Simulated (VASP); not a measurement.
# Ag (Fm-3m) in VASP: further runs

The runs below take Ag through optical spectrum, elastic constants, with PBE, PBEsol.

Everything below comes from runs of VASP 6.6.1. Logs are shortened: lines on timing, memory, paths and dates and some standing lists are left out, and cuts for length are marked.

**1. Starting point**

It takes space group Fm-3m (No. 225, cubic). Conventional cell: a = 4.052 Å, b = 4.052 Å, c = 4.052 Å, α = 90.00°, β = 90.00°, γ = 90.00°. Around Ag (site symmetry m-3m) lie 12 Ag at 2.86 Å.

**2. Optical spectrum, PBE, spin-orbit coupling, no magnetisation**

Input file INCAR:

```
PREC = Accurate
ENCUT = 520
EDIFF = 1E-7
ISMEAR = 0
SIGMA = 0.05
LREAL = F
LASPH = T
NELM = 80
ALGO = Fast
ISIF = 2
LWAVE = F
LCHARG = F
MAGMOM = 0 0 0
LORBIT = 11
LSORBIT = T
GGA_COMPAT = F
LMAXMIX = 4
GGA = PE
LOPTICS = T
NBANDS = 59
NEDOS = 3000
CSHIFT = 0.05
KPAR = 4
```

Input file KPOINTS:

```
regular mesh
0
Gamma
  20 20 20
```

Input file POSCAR:

```
Ag                                      
1.0
    0.0000000000      2.0257627213      2.0257627213
    2.0257627213      0.0000000000      2.0257627213
    2.0257627213      2.0257627213      0.0000000000
  Ag            
     1
Direct
     0.0000000000000000    0.0000000000000000    0.0000000000000000
```

Potentials or basis: VASP PAW PBE potentials, release 64 (Ag).

The run is started by

```
cat potpaw_PBE.64/Ag/POTCAR > POTCAR
mpirun -np 4 vasp_ncl > vasp.out
```

OUTCAR:

```text
PREC = Accurate
   ENCUT = 520
   EDIFF = 1E-7
   ISMEAR = 0
   LREAL = F
   LASPH = T
   NELM = 80
   ISIF = 2
   LORBIT = 11
   LSORBIT = T
   GGA = PE

 ion  position               nearest neighbor table
   1  0.000  0.000  0.000-

  LATTYP: Found a face centered cubic cell.
 ALAT       =     4.0515254426

  Lattice vectors:

 A1 = (   0.0000000000,   2.0257627213,   2.0257627213)
 A2 = (   2.0257627213,   0.0000000000,   2.0257627213)
 A3 = (   2.0257627213,   2.0257627213,   0.0000000000)

Analysis of symmetry for initial positions (statically):
=====================================================================
 Subroutine PRICEL returns:
 Original cell was already a primitive cell.

 Routine SETGRP: Setting up the symmetry group for a
 face centered cubic supercell.

 Subroutine GETGRP returns: Found 48 space group operations
 (whereof 48 operations were pure point group operations)
 out of a pool of 48 trial point group operations.

The static configuration has the point symmetry O_h .

Analysis of symmetry for dynamics (positions and initial velocities):
=====================================================================
 Subroutine PRICEL returns:
 Original cell was already a primitive cell.

 Routine SETGRP: Setting up the symmetry group for a
 face centered cubic supercell.

 Subroutine GETGRP returns: Found 48 space group operations
 (whereof 48 operations were pure point group operations)
 out of a pool of 48 trial point group operations.

The dynamic configuration has the point symmetry O_h .

Analysis of structural, dynamic, and magnetic symmetry:
=====================================================================
 Subroutine PRICEL returns:
 Original cell was already a primitive cell.

 Routine SETGRP: Setting up the symmetry group for a
 face centered cubic supercell.

 Subroutine GETGRP returns: Found 48 space group operations
 (whereof 48 operations were pure point group operations)
 out of a pool of 48 trial point group operations.

The overall configuration has the point symmetry O_h .

 Subroutine INISYM returns: Found 48 space group operations
 (whereof 48 operations are pure point group operations),
 and found     1 'primitive' translations

----------------------------------------------------------------------------------------

                                     Primitive cell

  volume of cell :      16.6263

  direct lattice vectors                    reciprocal lattice vectors
     0.000000000  2.025762721  2.025762721    -0.246820615  0.246820615  0.246820615
     2.025762721  0.000000000  2.025762721     0.246820615 -0.246820615  0.246820615
     2.025762721  2.025762721  0.000000000     0.246820615  0.246820615 -0.246820615

  length of vectors
     2.864861115  2.864861115  2.864861115     0.427505845  0.427505845  0.427505845

  position of ions in fractional coordinates (direct lattice)
     0.000000000  0.000000000  0.000000000

  ion indices of the primitive-cell ions
   primitive index   ion index
                 1           1

----------------------------------------------------------------------------------------

[... 135 lines left out ...]
      4       3.7086      1.00000
      5       3.7086      1.00000
      6       3.7086      1.00000
[... 613 lines left out ...]
     22      31.8239      0.00000
     23      32.0896      0.00000

 [... further k-points ...]

 [bands above 23 left out]

------------------------ aborting loop because EDIFF is reached ----------------------------------------

  FORCE on cell =-STRESS in cart. coord.  units (eV):
  Direction    XX          YY          ZZ          XY          YZ          ZX
  --------------------------------------------------------------------------------------
  -------------------------------------------------------------------------------------
  Total        0.7878958      0.7878958      0.7878958      0.0000000      0.0000000     -0.0000000
  in kB       75.9247965     75.9247965     75.9247965      0.0000000      0.0000000     -0.0000000
  external PRESSURE =      75.9247965 kB  Pullay stress =       0.0000000 kB

 VOLUME and BASIS-vectors are now :
 -----------------------------------------------------------------------------
  energy-cutoff  :      520.00
  volume of cell :       16.63
      direct lattice vectors                 reciprocal lattice vectors
     0.000000000  2.025762721  2.025762721    -0.246820615  0.246820615  0.246820615
     2.025762721  0.000000000  2.025762721     0.246820615 -0.246820615  0.246820615
     2.025762721  2.025762721  0.000000000     0.246820615  0.246820615 -0.246820615

 POSITION                                       TOTAL-FORCE (eV/Angst)
 -----------------------------------------------------------------------------------
      0.00000      0.00000      0.00000        -0.000000     -0.000000      0.000000
 -----------------------------------------------------------------------------------
    total drift:                                0.000000      0.000000     -0.000000

  FREE ENERGIE OF THE ION-ELECTRON SYSTEM (eV)
  ---------------------------------------------------
  free  energy   TOTEN  =        -2.7208394732 eV

  energy  without entropy=       -2.7207371602  energy(sigma->0) =       -2.72078832

 electrical conductivity sigma (Mega S m-1) (frequency dependency in vasprun.xml)
  --------------------------------------------------------------------------------------
       0.058       0.000      -0.000
       0.000       0.058      -0.000
      -0.000      -0.000       0.058

  frequency dependent IMAGINARY DIELECTRIC FUNCTION (independent particle, no local field effects) density-density
     E(ev)      X         Y         Z        XY        YZ        ZX
  --------------------------------------------------------------------------------------------------------------
     0.00000     0.00000     0.00000     0.00000     0.00000     0.00000     0.00000
     0.92819     0.01408     0.01408     0.01408    -0.00000    -0.00000    -0.00000
     1.85639     0.04267     0.04267     0.04267    -0.00000    -0.00000    -0.00000
     2.78458     0.32287     0.32287     0.32287    -0.00000     0.00000    -0.00000
     3.71278     5.19482     5.19482     5.19482    -0.00000    -0.00000     0.00000
     4.64097     5.66932     5.66932     5.66932     0.00000    -0.00000     0.00000
[... 92 lines left out ...]
    90.96302     0.00022     0.00022     0.00022     0.00000    -0.00000     0.00000
    91.89121     0.00021     0.00021     0.00021     0.00000    -0.00000     0.00000

  frequency dependent      REAL DIELECTRIC FUNCTION (independent particle, no local field effects) density-density
     E(ev)        X           Y           Z          XY          YZ          ZX
  --------------------------------------------------------------------------------------------------------------
     0.00000     4.94614     4.94614     4.94614    -0.00000    -0.00000    -0.00000
     0.92819     5.06962     5.06962     5.06962    -0.00000    -0.00000     0.00000
     1.85639     5.54932     5.54932     5.54932    -0.00000    -0.00000     0.00000
     2.78458     7.51887     7.51887     7.51887    -0.00000    -0.00000     0.00000
     3.71278     5.90279     5.90279     5.90279    -0.00000    -0.00000     0.00000
     4.64097     2.52386     2.52386     2.52386     0.00000    -0.00000    -0.00000
[... 92 lines left out ...]
    90.96302     0.85417     0.85417     0.85417    -0.00000     0.00000    -0.00000
    91.89121     0.85810     0.85810     0.85810    -0.00000     0.00000    -0.00000

  frequency dependent IMAGINARY DIELECTRIC FUNCTION (independent particle, no local field effects) current-current
     E(ev)      X         Y         Z        XY        YZ        ZX
  --------------------------------------------------------------------------------------------------------------
     0.00000    12.75690    12.75690    12.75690     0.00000     0.00000    -0.00000
     0.92819     0.45261     0.45261     0.45261     0.00000     0.00000    -0.00000
     1.85639     0.28783     0.28783     0.28783     0.00000     0.00000    -0.00000
     2.78458     0.55879     0.55879     0.55879     0.00000     0.00000    -0.00000
     3.71278     5.32925     5.32925     5.32925    -0.00000    -0.00000    -0.00000
     4.64097     5.69005     5.69005     5.69005     0.00000     0.00000    -0.00000
[... 92 lines left out ...]
    90.96302     0.00006     0.00006     0.00006     0.00000     0.00000     0.00000
    91.89121     0.00005     0.00005     0.00005     0.00000     0.00000     0.00000

  frequency dependent      REAL DIELECTRIC FUNCTION (independent particle, no local field effects) current-current
     E(ev)        X           Y           Z          XY          YZ          ZX
  --------------------------------------------------------------------------------------------------------------
     0.00000     4.94547     4.94547     4.94547     0.00000     0.00000    -0.00000
     0.92819     5.06874     5.06874     5.06874     0.00000     0.00000    -0.00000
     1.85639     5.54804     5.54804     5.54804     0.00000     0.00000    -0.00000
     2.78458     7.51260     7.51260     7.51260     0.00000     0.00000    -0.00000
     3.71278     5.75373     5.75373     5.75373     0.00000     0.00000     0.00000
     4.64097     2.40127     2.40127     2.40127     0.00000     0.00000     0.00000
[... 92 lines left out ...]
    90.96302     0.85417     0.85417     0.85417     0.00000     0.00000     0.00000
    91.89121     0.85810     0.85810     0.85810     0.00000     0.00000     0.00000

 Spin-Orbit-Coupling matrix elements

 Ion:    1  E_soc:     -0.0548622
 l=   1
     0.0000000    -0.0020921    -0.0020921
    -0.0020921     0.0000000    -0.0020921
    -0.0020921    -0.0020921     0.0000000
 l=   2
     0.0000000    -0.0014946     0.0000000    -0.0014946    -0.0055569
    -0.0014946     0.0000000    -0.0041677    -0.0014946    -0.0013892
     0.0000000    -0.0041677     0.0000000    -0.0041677     0.0000000
    -0.0014946    -0.0014946    -0.0041677     0.0000000    -0.0013892
    -0.0055569    -0.0013892     0.0000000    -0.0013892     0.0000000
 l=   3
     0.0000000     0.0000000     0.0000000     0.0000000     0.0000000     0.0000000     0.0000000
     0.0000000     0.0000000     0.0000000     0.0000000     0.0000000     0.0000000     0.0000000
     0.0000000     0.0000000     0.0000000     0.0000000     0.0000000     0.0000000     0.0000000
     0.0000000     0.0000000     0.0000000     0.0000000     0.0000000     0.0000000     0.0000000
     0.0000000     0.0000000     0.0000000     0.0000000     0.0000000     0.0000000     0.0000000
     0.0000000     0.0000000     0.0000000     0.0000000     0.0000000     0.0000000     0.0000000
     0.0000000     0.0000000     0.0000000     0.0000000     0.0000000     0.0000000     0.0000000

 total charge

# of ion       s       p       d       tot
------------------------------------------
    1        0.430   0.317   9.158   9.905

 magnetization (x)

# of ion       s       p       d       tot
------------------------------------------
    1        0.000   0.000   0.000   0.000

 magnetization (y)

# of ion       s       p       d       tot
------------------------------------------
    1       -0.000   0.000   0.000  -0.000

 magnetization (z)

# of ion       s       p       d       tot
------------------------------------------
    1        0.000   0.000   0.000   0.000
```

Run time: 68 s. Hardware: 4 MPI ranks of Intel Xeon 6975P-C (Granite Rapids), shared host; peak memory 0.61 GiB.

What came out:

| Quantity | Value |
| --- | --- |
| Free energy | -2.7208 eV |
| Pressure | 7.6 GPa |
| Valence electrons inside the program's atomic spheres | Ag 9.90 |

Dielectric function (mean over the directions given):
| energy (eV) | real part | imaginary part |
| --- | --- | --- |
| 0.28 | 4.96 | 0.00 |
| 0.74 | 5.02 | 0.01 |
| 1.21 | 5.16 | 0.02 |
| 1.76 | 5.47 | 0.04 |
| 2.23 | 5.96 | 0.07 |
| 2.78 | 7.52 | 0.32 |
| 3.25 | 7.08 | 3.23 |
| 3.81 | 4.92 | 4.41 |
| 4.27 | 2.60 | 5.05 |
| 4.73 | 3.54 | 5.37 |
| 5.29 | 2.01 | 3.55 |
| 5.75 | 1.68 | 3.38 |
| 6.31 | 1.30 | 2.65 |
| 6.78 | 1.31 | 2.73 |
| 7.33 | 1.46 | 1.92 |
| 7.80 | 2.04 | 2.16 |
| 8.26 | 2.42 | 1.66 |
| 8.82 | 1.85 | 1.64 |
| 9.28 | 1.91 | 1.78 |
| 9.84 | 2.05 | 1.69 |
| 10.30 | 1.76 | 1.85 |
| 10.86 | 2.10 | 1.51 |
| 11.32 | 1.78 | 2.03 |
| 11.88 | 1.76 | 1.66 |
| 12.35 | 2.00 | 1.69 |
| 12.81 | 1.87 | 2.05 |
| 13.37 | 2.08 | 2.16 |
| 13.83 | 1.45 | 2.27 |
| 14.39 | 1.24 | 1.94 |
| 14.85 | 0.87 | 1.96 |
| 15.41 | 1.08 | 1.56 |
| 15.87 | 0.57 | 1.52 |
| 16.34 | 1.06 | 1.46 |
| 16.89 | 1.09 | 1.27 |
| 17.36 | 1.04 | 1.38 |
| 17.91 | 1.00 | 1.20 |
| 18.38 | 1.10 | 1.28 |
| 18.94 | 1.27 | 1.15 |
| 19.40 | 1.36 | 1.28 |
| 19.96 | 1.61 | 1.52 |

Caveat: independent-particle spectra lack excitons.

**3. Elastic constants, PBE**

This run uses another cell than the first one, of 17.81 Å³/atom, 1.071 times its volume.

Input file POSCAR:

```
Ag
1.0
    0.0000000000      2.0728699263      2.0728699263
    2.0728699263      0.0000000000      2.0728699263
    2.0728699263      2.0728699263      0.0000000000
  Ag
     1
Direct
     0.0000000000000000    0.0000000000000000    0.0000000000000000
```

Input file INCAR.step1:

```
SYSTEM = Ag
ALGO     = Normal         ! electronic algorithm
EDIFF    = 1E-8           ! SCF threshold, eV
EDIFFG   = -0.002         ! ionic threshold
ENCUT    = 600            ! plane-wave cutoff, eV
GGA      = PE             ! functional
IBRION   = 2              ! ionic algorithm
ISIF     = 3              ! what is computed and relaxed
ISMEAR   = 1              ! smearing method
KPAR     = 2            
LASPH    = .TRUE.         ! aspherical terms in the spheres
LCHARG   = .FALSE.        ! write CHGCAR
LREAL    = .FALSE.        ! projectors in reciprocal space
LWAVE    = .FALSE.        ! write WAVECAR
NELM     = 80             ! most SCF steps
NSW      = 40             ! ionic steps
PREC     = Accurate       ! precision mode
SIGMA    = 0.2            ! smearing width, eV
```

Input file INCAR.step2:

```
SYSTEM = Ag
ALGO     = Normal         ! electronic algorithm
EDIFF    = 1E-8           ! SCF threshold, eV
ENCUT    = 600            ! plane-wave cutoff, eV
GGA      = PE             ! functional
IBRION   = 6              ! ionic algorithm
ISIF     = 3              ! what is computed and relaxed
ISMEAR   = 1              ! smearing method
KPAR     = 2            
LASPH    = .TRUE.         ! aspherical terms in the spheres
LCHARG   = .FALSE.        ! write CHGCAR
LREAL    = .FALSE.        ! projectors in reciprocal space
LWAVE    = .FALSE.        ! write WAVECAR
NELM     = 80             ! most SCF steps
NFREE    = 2            
NSW      = 1              ! ionic steps
POTIM    = 0.015          ! step
PREC     = Accurate       ! precision mode
SIGMA    = 0.2            ! smearing width, eV
```

Input file KPOINTS:

```
k-points
0
G
  30 30 30
  0 0 0
```

Potentials or basis: VASP PAW PBE potentials, release 64 (Ag).

The run is started by

```
cat potpaw_PBE.64/Ag/POTCAR > POTCAR
cp INCAR.step1 INCAR
mpirun -np 2 vasp_std > vasp.out
cp CONTCAR POSCAR
cp INCAR.step2 INCAR
mpirun -np 2 vasp_std > vasp.out
```

Wall time 44 min (2 MPI ranks of Intel Xeon Platinum 8488C (Sapphire Rapids), shared host); peak memory 2.3 GiB.

Results (log left out):

```yaml
Elastic_constants_C11_C12_C44: 110, 82, 40 GPa
Voigt_bulk_modulus: 91 GPa
```

Elastic tensor in Voigt notation (GPa, in the Cartesian axes of the cell as first typed):
```
110  82  82   0   0   0
 82 110  82   0   0   0
 82  82 110   0   0   0
  0   0   0  40   0   0
  0   0   0   0  40   0
  0   0   0   0   0  40
```

Clamped-ion elastic tensor (GPa):
```
110  82  82   0   0   0
 82 110  82   0   0   0
 82  82 110   0   0   0
  0   0   0  40   0   0
  0   0   0   0  40   0
  0   0   0   0   0  40
```

(Continued in part 2 of 2.)
